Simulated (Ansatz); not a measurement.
# Ge: the order of phases at one pressure, part 2 of 3

Which of bcc, hcp, beta tin, simple hexagonal, diamond has the lowest enthalpy for Ge at one common pressure? Methods of the runs shown: LAPW. Companion runs by PAW are cited.

Ansatz 0.2.0; DFT PBE; a cell built from a prototype (bcc type), not taken from measurement. The steps go on from the part before.

### Step 4. Beta tin relaxed under pressure, LAPW

File input.yaml:

```yaml
crystal:
  lattice:
    - [-1.9779455607, 1.9779455607, 1.0719504576]
    - [1.9779455607, -1.9779455607, 1.0719504576]
    - [1.9779455607, 1.9779455607, -1.0719504576]
  atoms:
    - { symbol: Ge, position: [-0.375, -0.125, -0.25] }
    - { symbol: Ge, position: [0.375, 0.125, 0.25] }
kpoints:
  mp_grid: { grid: [20, 20, 20] }
scf:
  occupations: { method: fermi_dirac, width: 0.1 }
hamiltonian:
  xc: pbe
  pseudopotentials: { kind: all_electron, lapw: { basis_error: 0.0005 } }
output:
  forces: true
  stress: true
  eigenvalues: true
relax:
  f_tol: 0.005
  max_steps: 12
  cell: { p_target: 390.0, stress_tol: 0.195 }
```

The run is started by

```console
ansatz run input.yaml --threads 2 --pin off --max-ram 5120MiB --backend cpu --events-out ev --progress --plain --runs-dir out
```

The log of the run:

```text
The last accepted step is kept in <dir> (removed where the run ends without a failure and the disk answers)
LAPW: plane waves up to 12.185 Å⁻¹, error target 5.0e-4 eV per atom; small_component_spin mean_spin; Ge in spheres of 0.994 Å, 22 of its electrons in bands, Dirac shells []
Engine: ansatz 0.2.0
Pseudopotentials: kind: all_electron
Pseudopotential: Ge, LAPW, valence charge 22, Koelling and Harmon's equation, gaussian nucleus
Functional definition: PBE
  parameter kappa = 0.804
  parameter beta = 0.06672455060314922
  exchange = pbe_x(kappa = kappa, mu = beta*pi^2/3)
  correlation = pbe_c(beta = beta)
Crystal: 2 atoms, lattice volume = 16.775 Å³
Basis set: ecut = 565.6659201772541 eV, 517 PW (Γ), FFT grids on a1+a2, a2, a3, exchange–correlation at level 2
Bands: 27, of which v1, the nominal top of the filled ones, is band 22 counted from 1 (21 counted from 0)
Symmetry: 16 space group operations
Space group: I41/amd (ITA 141), of the structure as read, at distance tolerance 2.6e-5 Å
k-points: 641 of 8000
Non-local potential: Ge, projectors of the file, none
Initial density: superposition of atomic densities (chi_scale 0.1, normalization cell)
Initial wavefunctions: plane waves of lowest kinetic energy (no species holds an atomic orbital)
Functional: x = pbe(κ = 0.804, μ = 0.2195149727645171), c = pbe(β = 0.06672455060314922)
iter 1 solved again at ethr=2.28e-4 eV; its pass at ethr=1.00e-1 eV (dr2=1.00e-1 eV) is discarded
SCF iter   1: F=—  HF=-114220.037949 eV  |F-HF|=—  |Δ(HF+E_count)|=         —  Δρ=4.29e-2  dr2=1.01e-1  ethr=2.28e-4  ⟨swp⟩=3.0  Hψ=113108  notcnv=0
preconditioner: auto → none  [metal: Δε(μ)=0.018 eV  Ē_g=30.260 eV  σ=0.100 eV  W_gap=0.05  n_scr=8 (ndim 8)  ℏωp=48.0 eV  f_vac=0.000  D(μ)=0.41/eV (n_scr^D=0)  sad-step TF]
SCF iter   2: F=—  HF=-114219.913060 eV  |F-HF|=—  |Δ(HF+E_count)|=   1.25e-1  Δρ=2.68e-2  dr2=4.97e-2  ethr=2.28e-4  ⟨swp⟩=2.0  Hψ=49967  notcnv=0
SCF iter   3: F=—  HF=-114219.898671 eV  |F-HF|=—  |Δ(HF+E_count)|=   1.44e-2  Δρ=1.29e-2  dr2=1.07e-2  ethr=1.13e-4  ⟨swp⟩=2.0  Hψ=46939  notcnv=0
iter 4 solved again at ethr=1.49e-7 eV; its pass at ethr=2.44e-5 eV (dr2=6.54e-5 eV) is discarded
SCF iter   4: F=—  HF=-114219.896909 eV  |F-HF|=—  |Δ(HF+E_count)|=   1.76e-3  Δρ=9.12e-4  dr2=6.52e-5  ethr=1.49e-7  ⟨swp⟩=2.0  Hψ=82338  notcnv=0
SCF iter   5: F=—  HF=-114219.896896 eV  |F-HF|=—  |Δ(HF+E_count)|=   1.38e-5  Δρ=7.15e-5  dr2=3.17e-7  ethr=1.48e-7  ⟨swp⟩=2.0  Hψ=46938  notcnv=0
SCF iter   6: F=-114219.896896 eV  HF=-114219.896896 eV  |F-HF|=3.26e-9  |Δ(HF+E_count)|=   3.43e-7  Δρ=6.32e-6  dr2=3.25e-9  ethr=7.21e-10  ⟨swp⟩=3.0  Hψ=49360  notcnv=0
SCF 1 converged in 6 iterations: F = -114219.896896 eV  dr2 = 3.25e-9
relax step   1: F+E_penalty+E_count = -114219.89689598 eV  Δ(F+E_penalty+E_count) = +0.000e0 eV  max|allowed force component| = 0.000e0 eV/Å  Δτ_max = 0.0000 Å  P = +389.257 GPa  Ω = 16.775 Å³  (6 SCF iters, accepted)
Crystal: 2 atoms, lattice volume = 16.756 Å³
Basis set: ecut = 566.0959540191604 eV, 517 PW (Γ), FFT grids on a1+a2, a2, a3, exchange–correlation at level 2
Initial density: handed on by an earlier stage of this run
Initial wavefunctions: those handed on with the density
iter 1 solved again at ethr=3.33e-9 eV; its pass at ethr=1.00e-1 eV (dr2=1.46e-6 eV) is discarded
SCF iter   1: F=—  HF=-114219.850378 eV  |F-HF|=—  |Δ(HF+E_count)|=         —  Δρ=7.64e-5  dr2=6.99e-7  ethr=3.33e-9  ⟨swp⟩=4.7  Hψ=103804  notcnv=0
preconditioner: auto → none  [metal: Δε(μ)=0.012 eV  Ē_g=30.875 eV  σ=0.100 eV  W_gap=0.03  n_scr=8 (ndim 8)  ℏωp=48.0 eV  f_vac=0.000  D(μ)=0.41/eV (n_scr^D=0)]
SCF iter   2: F=-114219.850378 eV  HF=-114219.850378 eV  |F-HF|=8.04e-8  |Δ(HF+E_count)|=   4.16e-7  Δρ=2.73e-5  dr2=8.41e-8  ethr=1.59e-9  ⟨swp⟩=2.0  Hψ=46944  notcnv=0
SCF 2 converged in 2 iterations: F = -114219.850378 eV  dr2 = 8.41e-8
relax step   2: F+E_penalty+E_count = -114219.85037759 eV  Δ(F+E_penalty+E_count) = +4.652e-2 eV  max|allowed force component| = 1.388e-17 eV/Å  Δτ_max = 0.0000 Å  P = +390.784 GPa  Ω = 16.756 Å³  (2 SCF iters, accepted)
Crystal: 2 atoms, lattice volume = 16.765 Å³
Basis set: ecut = 565.8803880181858 eV, 517 PW (Γ), FFT grids on a1+a2, a2, a3, exchange–correlation at level 2
iter 1 solved again at ethr=6.45e-10 eV; its pass at ethr=1.00e-1 eV (dr2=2.84e-7 eV) is discarded
SCF iter   1: F=—  HF=-114219.873710 eV  |F-HF|=—  |Δ(HF+E_count)|=         —  Δρ=7.11e-6  dr2=5.91e-9  ethr=6.45e-10  ⟨swp⟩=4.8  Hψ=102919  notcnv=0
preconditioner: auto → none  [metal: Δε(μ)=0.015 eV  Ē_g=30.870 eV  σ=0.100 eV  W_gap=0.04  n_scr=8 (ndim 8)  ℏωp=48.0 eV  f_vac=0.000  D(μ)=0.41/eV (n_scr^D=0)]
iter 2 solved again at ethr=1.00e-12 eV; its pass at ethr=1.34e-11 eV (dr2=1.46e-10 eV) is discarded
SCF iter   2: F=-114219.873710 eV  HF=-114219.873710 eV  |F-HF|=1.07e-8  |Δ(HF+E_count)|=   4.59e-8  Δρ=1.54e-6  dr2=1.46e-10  ethr=1.68e-12 (applied; sched 1.00e-12)  ⟨swp⟩=2.0  Hψ=90370  notcnv=0
SCF 3 converged in 2 iterations: F = -114219.873710 eV  dr2 = 1.46e-10
relax step   3: F+E_penalty+E_count = -114219.87371004 eV  Δ(F+E_penalty+E_count) = -2.333e-2 eV  max|allowed force component| = 0.000e0 eV/Å  Δτ_max = 0.0000 Å  P = +390.018 GPa  Ω = 16.765 Å³  (2 SCF iters, accepted)
iter 1 solved again at ethr=1.00e-12 eV; its pass at ethr=1.00e-1 eV (dr2=1.44e-10 eV) is discarded
SCF iter   1: F=—  HF=-114219.873710 eV  |F-HF|=—  |Δ(HF+E_count)|=         —  Δρ=1.54e-6  dr2=1.46e-10  ethr=3.32e-12 (applied; sched 1.00e-12)  ⟨swp⟩=3.1  Hψ=82328  notcnv=0  trunc=5  reapply=30
SCF iter   2: F=-114219.873710 eV  HF=-114219.873710 eV  |F-HF|=8.73e-10  |Δ(HF+E_count)|=  7.86e-10  Δρ=9.62e-7  dr2=8.88e-11  ethr=2.38e-12 (applied; sched 1.00e-12)  ⟨swp⟩=2.9  Hψ=48525  notcnv=0
SCF 4 converged in 2 iterations: F = -114219.873710 eV  dr2 = 8.88e-11
relax step   4: F+E_penalty+E_count = -114219.87371001 eV  Δ(F+E_penalty+E_count) = +2.229e-8 eV  max|allowed force component| = 0.000e0 eV/Å  Δτ_max = 0.0000 Å  P = +390.018 GPa  Ω = 16.765 Å³  stress off target by 7.18e-2 GPa  SCF on the basis re-selected at this cell (its energy is not comparable with the rows above)  (2 SCF iters)
basis re-selected at this cell: Δ(F+E_penalty+E_count) = +2.229e-8 eV, ΔP = +0.001 GPa vs the last step (what re-selecting the basis moved, after the strain that the cell walked since its last selection, with what the two solves' SCF thresholds leave and, on support functions, any second-order correction that the steps lacked; it is no measure of the basis error at this ecutwfc). This SCF's stress stands 7.18e-2 GPa from its target on what of the cell is left free (relax.cell.stress_tol is 1.95e-1 GPa) and its largest allowed force component is 0.00e0 eV/Å (relax.f_tol is 5.00e-3 eV/Å): within both
SCF converged after 2 iterations
Free energy (F): -114219.873710 eV
Harris-Foulkes:  -114219.873710 eV  (|F-HF|=8.73e-10)
Internal energy: -114219.859991 eV  (E = F + TS)
E sigma→0 (E₀):  -114219.866850 eV
Entropy (-TS):   -0.013719 eV (-6.860 meV/atom)
Fermi energy:    33.502680 eV
--- Per-component energies (eV) ---
  E_band       = -1166.837685
  E_kinetic    = 116735.987704
  E_xc         = -4361.193777
  E_electrostatic = -226594.653918  (all electrons and nuclei)
  E_smearing   = -0.013719  (= −TS)
  E_closure    = 0.000000  (closes the sum)
  E_atoms      = -114223.599835  (free atoms, spherical and without spin; not in F)
  Σ components = -114219.873710   (vs F -114219.873710, Δ=0.00e0)
  Basis errors (estimates in eV, not in F): energy 1.7e-4 per atom: plane waves 1.5e-4 (8.5e-5 summed), levels above the bands 2.6e-46, relativity 1.4e-8, radial functions 1.7e-5, core shells 1.6e-9; eigenvalues (radial functions only) 2.3e-7; not estimated: angular momenta, meshes, grids; target (lapw.basis_error) 5.0e-4; muffin-tin radii Ge 0.994 Å
--- Forces (eV/Å), atoms counted from 1 ---
  atom   1  Ge     0.00000000     0.00000000     0.00000000
  atom   2  Ge     0.00000000     0.00000000     0.00000000
  max |Σ_I F_I| component: 0.00e0 eV/Å
--- Stress (GPa, compression-positive) ---
      389.991513       0.000000       0.000000
        0.000000     389.991513      -0.000000
        0.000000      -0.000000     390.071849
  P = ⅓ Tr σ = 390.0183 GPa (3900.183 kbar)
--- Band table (eV; the first three rows and the last of 641) ---
  k-point 0: bands = ["-132.4615", "-132.4233", "-79.6557", "-79.6557", "-79.5739", "-79.5710", "-79.5229", "-79.5229", "5.2555", "5.4266", "5.6647", "5.7005", "6.6705", "6.6705", "6.7039", "6.7039", "7.1126", "7.4773", "9.8400", "27.5588", "27.5588", "32.6608", "33.9235", "47.1700", "47.1700", "48.9888", "50.7992"]
  k-point 1: bands = ["-132.4613", "-132.4235", "-79.6550", "-79.6549", "-79.5742", "-79.5708", "-79.5238", "-79.5234", "5.2639", "5.4383", "5.6615", "5.6962", "6.6666", "6.6748", "6.7069", "6.7073", "7.1060", "7.4647", "9.8902", "26.9924", "27.6241", "32.9599", "34.3034", "46.1411", "46.7067", "49.7935", "50.4036"]
  k-point 2: bands = ["-132.4606", "-132.4242", "-79.6532", "-79.6526", "-79.5751", "-79.5702", "-79.5263", "-79.5248", "5.2890", "5.4730", "5.6521", "5.6840", "6.6541", "6.6870", "6.7153", "6.7170", "7.0860", "7.4283", "10.0415", "25.7341", "27.8190", "33.2965", "35.5625", "44.5658", "45.6727", "49.6278", "49.6689"]
  k-point 640: bands = ["-132.4423", "-132.4423", "-79.6711", "-79.6711", "-79.5727", "-79.5727", "-79.5103", "-79.5103", "5.6110", "5.6110", "5.9995", "5.9995", "6.5471", "6.5471", "6.7069", "6.7069", "6.7453", "6.7453", "19.7152", "19.7152", "20.9543", "20.9543", "43.4995", "43.4995", "56.3065", "56.3065", "56.8102"]
--- Relaxed structure (3 steps of the walk, 3 accepted, 1 SCFs on fresh bases) ---
  F+E_penalty+E_count = -114219.87371001 eV   max|allowed force component| = 0.000e0 eV/Å   (the final SCF, on the basis selected at the relaxed cell)
  cell:  # Å, volume = 16.7655 Å³
    - [-1.9774116384624718, 1.9774116384624718, 1.0719197390231578]
    - [1.9774116384624718, -1.9774116384624718, 1.0719197390231578]
    - [1.9774116384624718, 1.9774116384624718, -1.0719197390231578]
  atoms:
    - { symbol: Ge, position: [-0.37499999999999994, -0.125, -0.24999999999999997] }
    - { symbol: Ge, position: [0.37499999999999994, 0.125, 0.24999999999999997] }
```

Run time: 2.5 min. Hardware: 2 threads of Intel Xeon Platinum 8488C (Sapphire Rapids), shared host; peak memory 2.1 GiB.

Step by step:

| step | energy from step 1 (eV/cell) | largest force component (eV/Å) | pressure (GPa) | volume (Å³) |
| --- | --- | --- | --- | --- |
| 1 | 0.0000 | 0.0000 | 389.26 | 16.78 |
| 2 | 0.0465 | 0.0000 | 390.78 | 16.76 |
| 3 | 0.0232 | 0.0000 | 390.02 | 16.77 |
| 4 | 0.0232 | 0.0000 | 390.02 | 16.77 |

Step 1 is the start. Step 4 repeats the geometry before on a plane-wave basis chosen anew for that cell, so the energy can jump there without any move; the table keeps such jumps.

| input's cell | before | after | change |
| --- | --- | --- | --- |
| a (Å) | 2.996 | 2.995 | -0.0 % |
| b (Å) | 2.996 | 2.995 | -0.0 % |
| c (Å) | 2.996 | 2.995 | -0.0 % |
| volume (Å³/atom) | 8.39 | 8.38 | -0.1 % |

In short: pressure 390.02 GPa; no gap.

### Step 5. Simple hexagonal relaxed under pressure, LAPW

File input.yaml:

```yaml
crystal:
  lattice:
    - [2.1734697746, 0.0, 0.0]
    - [-1.0867348873, 1.8822800391, 0.0]
    - [0.0, 0.0, 2.0379539555]
  atoms:
    - { symbol: Ge, position: [0.0, 0.0, 0.0] }
kpoints:
  mp_grid: { grid: [20, 20, 19] }
scf:
  occupations: { method: fermi_dirac, width: 0.1 }
hamiltonian:
  xc: pbe
  pseudopotentials: { kind: all_electron, lapw: { basis_error: 0.0005 } }
output:
  forces: true
  stress: true
  eigenvalues: true
relax:
  f_tol: 0.005
  max_steps: 12
  cell: { p_target: 390.0, stress_tol: 0.195 }
```

The run is started by

```console
ansatz run input.yaml --threads 2 --pin off --max-ram 5120MiB --backend cpu --events-out ev --progress --plain --runs-dir out
```

The log of the run:

```text
[... 1 set-up line as earlier in the session ...]
LAPW: plane waves up to 12.264 Å⁻¹, error target 5.0e-4 eV per atom; small_component_spin mean_spin; Ge in spheres of 0.988 Å, 22 of its electrons in bands, Dirac shells []
[... 8 set-up lines as earlier in the session ...]
Crystal: 1 atoms, lattice volume = 8.337 Å³
Basis set: ecut = 573.0799862523177 eV, 253 PW (Γ), exchange–correlation at level 2
Bands: 15, of which v1, the nominal top of the filled ones, is band 11 counted from 1 (10 counted from 0)
[... 1 set-up line as earlier in the session ...]
Space group: P6/mmm (ITA 191), of the structure as read, at distance tolerance 2.0e-5 Å
k-points: 440 of 7600
[... 4 set-up lines as earlier in the session ...]
iter 1 solved again at ethr=2.12e-4 eV; its pass at ethr=1.00e-1 eV (dr2=4.67e-2 eV) is discarded
SCF iter   1: F=—  HF=-57110.018203 eV  |F-HF|=—  |Δ(HF+E_count)|=         —  Δρ=4.24e-2  dr2=4.68e-2  ethr=2.12e-4  ⟨swp⟩=3.0  Hψ=43766  notcnv=0
preconditioner: auto → none  [metal: Δε(μ)=0.027 eV  Ē_g=34.285 eV  σ=0.100 eV  W_gap=0.07  n_scr=2 (ndim 8)  ℏωp=48.1 eV  f_vac=0.000  D(μ)=0.19/eV (n_scr^D=0)  sad-step TF]
SCF iter   2: F=—  HF=-57109.953464 eV  |F-HF|=—  |Δ(HF+E_count)|=   6.47e-2  Δρ=2.57e-2  dr2=2.14e-2  ethr=2.12e-4  ⟨swp⟩=2.0  Hψ=18869  notcnv=0
SCF iter   3: F=—  HF=-57109.946483 eV  |F-HF|=—  |Δ(HF+E_count)|=   6.98e-3  Δρ=1.26e-2  dr2=4.82e-3  ethr=9.72e-5  ⟨swp⟩=2.0  Hψ=17204  notcnv=0
iter 4 solved again at ethr=1.84e-7 eV; its pass at ethr=2.19e-5 eV (dr2=4.06e-5 eV) is discarded
SCF iter   4: F=—  HF=-57109.945651 eV  |F-HF|=—  |Δ(HF+E_count)|=   8.32e-4  Δρ=1.03e-3  dr2=4.04e-5  ethr=1.84e-7  ⟨swp⟩=2.0  Hψ=30452  notcnv=0
SCF iter   5: F=—  HF=-57109.945644 eV  |F-HF|=—  |Δ(HF+E_count)|=   7.01e-6  Δρ=6.25e-5  dr2=1.43e-7  ethr=1.84e-7  ⟨swp⟩=2.0  Hψ=17203  notcnv=0
SCF iter   6: F=-57109.945644 eV  HF=-57109.945644 eV  |F-HF|=7.20e-10  |Δ(HF+E_count)|=   9.43e-8  Δρ=6.19e-6  dr2=1.69e-9  ethr=6.49e-10  ⟨swp⟩=2.8  Hψ=17909  notcnv=0
SCF 1 converged in 6 iterations: F = -57109.945644 eV  dr2 = 1.69e-9
relax step   1: F+E_penalty+E_count = -57109.94564418 eV  Δ(F+E_penalty+E_count) = +0.000e0 eV  max|allowed force component| = 0.000e0 eV/Å  Δτ_max = 0.0000 Å  P = +389.326 GPa  Ω = 8.337 Å³  (6 SCF iters, accepted)
Crystal: 1 atoms, lattice volume = 8.329 Å³
Basis set: ecut = 573.4553444752802 eV, 253 PW (Γ), exchange–correlation at level 2
[... 2 set-up lines as earlier in the session ...]
iter 1 solved again at ethr=2.41e-9 eV; its pass at ethr=1.00e-1 eV (dr2=5.30e-7 eV) is discarded
SCF iter   1: F=—  HF=-57109.925723 eV  |F-HF|=—  |Δ(HF+E_count)|=         —  Δρ=9.65e-5  dr2=6.45e-7  ethr=2.41e-9  ⟨swp⟩=5.0  Hψ=41050  notcnv=0
preconditioner: auto → none  [metal: Δε(μ)=0.064 eV  Ē_g=34.930 eV  σ=0.100 eV  W_gap=0.16  n_scr=2 (ndim 8)  ℏωp=48.1 eV  f_vac=0.000  D(μ)=0.18/eV (n_scr^D=0)]
SCF iter   2: F=-57109.925722 eV  HF=-57109.925722 eV  |F-HF|=5.05e-8  |Δ(HF+E_count)|=   3.11e-7  Δρ=3.22e-5  dr2=6.90e-8  ethr=2.41e-9  ⟨swp⟩=2.0  Hψ=17203  notcnv=0
SCF 2 converged in 2 iterations: F = -57109.925722 eV  dr2 = 6.90e-8
relax step   2: F+E_penalty+E_count = -57109.92572222 eV  Δ(F+E_penalty+E_count) = +1.992e-2 eV  max|allowed force component| = 0.000e0 eV/Å  Δτ_max = 0.0000 Å  P = +390.649 GPa  Ω = 8.329 Å³  (2 SCF iters, accepted)
Crystal: 1 atoms, lattice volume = 8.333 Å³
Basis set: ecut = 573.2716593364851 eV, 253 PW (Γ), exchange–correlation at level 2
iter 1 solved again at ethr=3.89e-10 eV; its pass at ethr=1.00e-1 eV (dr2=8.55e-8 eV) is discarded
SCF iter   1: F=—  HF=-57109.935478 eV  |F-HF|=—  |Δ(HF+E_count)|=         —  Δρ=1.63e-5  dr2=1.95e-8  ethr=3.89e-10  ⟨swp⟩=5.0  Hψ=41430  notcnv=0
preconditioner: auto → none  [metal: Δε(μ)=0.058 eV  Ē_g=34.924 eV  σ=0.100 eV  W_gap=0.14  n_scr=2 (ndim 8)  ℏωp=48.1 eV  f_vac=0.000  D(μ)=0.18/eV (n_scr^D=0)]
iter 2 solved again at ethr=7.96e-12 eV; its pass at ethr=8.85e-11 eV (dr2=1.75e-9 eV) is discarded
SCF iter   2: F=-57109.935477 eV  HF=-57109.935477 eV  |F-HF|=5.20e-9  |Δ(HF+E_count)|=   2.58e-8  Δρ=5.05e-6  dr2=1.75e-9  ethr=7.96e-12  ⟨swp⟩=2.0  Hψ=30450  notcnv=0
SCF 3 converged in 2 iterations: F = -57109.935477 eV  dr2 = 1.75e-9
relax step   3: F+E_penalty+E_count = -57109.93547749 eV  Δ(F+E_penalty+E_count) = -9.755e-3 eV  max|allowed force component| = 0.000e0 eV/Å  Δτ_max = 0.0000 Å  P = +390.001 GPa  Ω = 8.333 Å³  (2 SCF iters, accepted)
iter 1 solved again at ethr=7.92e-12 eV; its pass at ethr=1.00e-1 eV (dr2=1.74e-9 eV) is discarded
SCF iter   1: F=—  HF=-57109.935478 eV  |F-HF|=—  |Δ(HF+E_count)|=         —  Δρ=5.04e-6  dr2=1.74e-9  ethr=7.92e-12  ⟨swp⟩=3.1  Hψ=31544  notcnv=0  reapply=10
SCF iter   2: F=-57109.935478 eV  HF=-57109.935478 eV  |F-HF|=3.93e-10  |Δ(HF+E_count)|=   1.01e-9  Δρ=1.65e-6  dr2=1.89e-10  ethr=7.92e-12  ⟨swp⟩=2.2  Hψ=17295  notcnv=0
SCF 4 converged in 2 iterations: F = -57109.935478 eV  dr2 = 1.89e-10
relax step   4: F+E_penalty+E_count = -57109.93547759 eV  Δ(F+E_penalty+E_count) = -9.683e-8 eV  max|allowed force component| = 0.000e0 eV/Å  Δτ_max = 0.0000 Å  P = +390.002 GPa  Ω = 8.333 Å³  stress off target by 2.01e-3 GPa  SCF on the basis re-selected at this cell (its energy is not comparable with the rows above)  (2 SCF iters)
basis re-selected at this cell: Δ(F+E_penalty+E_count) = -9.683e-8 eV, ΔP = +0.000 GPa vs the last step (what re-selecting the basis moved, after the strain that the cell walked since its last selection, with what the two solves' SCF thresholds leave and, on support functions, any second-order correction that the steps lacked; it is no measure of the basis error at this ecutwfc). This SCF's stress stands 2.01e-3 GPa from its target on what of the cell is left free (relax.cell.stress_tol is 1.95e-1 GPa) and its largest allowed force component is 0.00e0 eV/Å (relax.f_tol is 5.00e-3 eV/Å): within both
SCF converged after 2 iterations
Free energy (F): -57109.935478 eV
Harris-Foulkes:  -57109.935478 eV  (|F-HF|=3.93e-10)
Internal energy: -57109.929414 eV  (E = F + TS)
E sigma→0 (E₀):  -57109.932446 eV
Entropy (-TS):   -0.006063 eV (-6.063 meV/atom)
Fermi energy:    33.847163 eV
--- Per-component energies (eV) ---
  E_band       = -579.040598
  E_kinetic    = 58367.589442
  E_xc         = -2180.666986
  E_electrostatic = -113296.851870  (all electrons and nuclei)
  E_smearing   = -0.006063  (= −TS)
  E_closure    = 0.000000  (closes the sum)
  E_atoms      = -57111.799917  (free atoms, spherical and without spin; not in F)
  Σ components = -57109.935478   (vs F -57109.935478, Δ=0.00e0)
  Basis errors (estimates in eV, not in F): energy 1.7e-4 per atom: plane waves 1.5e-4 (8.4e-5 summed), levels above the bands 1.5e-86, relativity 1.4e-8, radial functions 2.0e-5, core shells 2.0e-9; eigenvalues (radial functions only) 6.2e-7; not estimated: angular momenta, meshes, grids; target (lapw.basis_error) 5.0e-4; muffin-tin radii Ge 0.988 Å
--- Forces (eV/Å), atoms counted from 1 ---
  atom   1  Ge     0.00000000     0.00000000     0.00000000
  max |Σ_I F_I| component: 3.29e-32 eV/Å
--- Stress (GPa, compression-positive) ---
      390.002014      -0.000000       0.000000
       -0.000000     390.002014      -0.000000
        0.000000      -0.000000     390.000516
  P = ⅓ Tr σ = 390.0015 GPa (3900.015 kbar)
--- Band table (eV; the first three rows and the last of 440) ---
  k-point 0: bands = ["-132.2550", "-79.3688", "-79.3688", "-79.2745", "5.2893", "6.2634", "6.2634", "7.3045", "7.3045", "9.9392", "45.1228", "48.3351", "51.0040", "51.0040", "51.5782"]
  k-point 1: bands = ["-132.2545", "-79.3685", "-79.3685", "-79.2789", "5.3231", "6.2667", "6.2667", "7.2881", "7.2881", "10.0447", "43.0211", "50.4167", "51.1375", "51.1375", "51.6699"]
  k-point 2: bands = ["-132.2529", "-79.3674", "-79.3674", "-79.2919", "5.4190", "6.2762", "6.2762", "7.2407", "7.2407", "10.3638", "39.9164", "51.5354", "51.5354", "51.9438", "53.3686"]
  k-point 439: bands = ["-132.2172", "-79.4394", "-79.4280", "-79.4219", "5.9523", "6.0727", "6.5542", "6.7518", "7.6585", "30.8942", "31.0101", "32.6216", "36.8234", "38.0553", "39.2990"]
--- Relaxed structure (3 steps of the walk, 3 accepted, 1 SCFs on fresh bases) ---
  F+E_penalty+E_count = -57109.93547759 eV   max|allowed force component| = 0.000e0 eV/Å   (the final SCF, on the basis selected at the relaxed cell)
  cell:  # Å, volume = 8.3332 Å³
    - [2.1732750198894255, 6.60592034408533e-33, 1.6567209725791788e-20]
    - [-1.0866375099447128, 1.8821113766343738, -8.2836048628978e-21]
    - [1.5534244362352986e-20, -2.064680425203709e-33, 2.0372970470176734]
  atoms:
    - { symbol: Ge, position: [0.0, 0.0, 0.0] }
```

Run time: 36 s. Hardware: 2 threads of Intel Xeon Platinum 8488C (Sapphire Rapids), shared host; peak memory 0.71 GiB.

Relaxation path:

| step | energy from step 1 (eV/cell) | largest force component (eV/Å) | pressure (GPa) | volume (Å³) |
| --- | --- | --- | --- | --- |
| 1 | 0.0000 | 0.0000 | 389.33 | 8.34 |
| 2 | 0.0199 | 0.0000 | 390.65 | 8.33 |
| 3 | 0.0102 | 0.0000 | 390.00 | 8.33 |
| 4 | 0.0102 | 0.0000 | 390.00 | 8.33 |

Step 1 is the start. Step 4 repeats the geometry before on a plane-wave basis chosen anew for that cell, so the energy can jump there without any move; the table keeps such jumps.

| input's cell | before | after | change |
| --- | --- | --- | --- |
| a (Å) | 2.173 | 2.173 | -0.0 % |
| b (Å) | 2.173 | 2.173 | -0.0 % |
| c (Å) | 2.038 | 2.037 | -0.0 % |
| volume (Å³/atom) | 8.34 | 8.33 | -0.1 % |

In short: pressure 390.00 GPa; no gap.

(Part 2 of 3 ends here.)
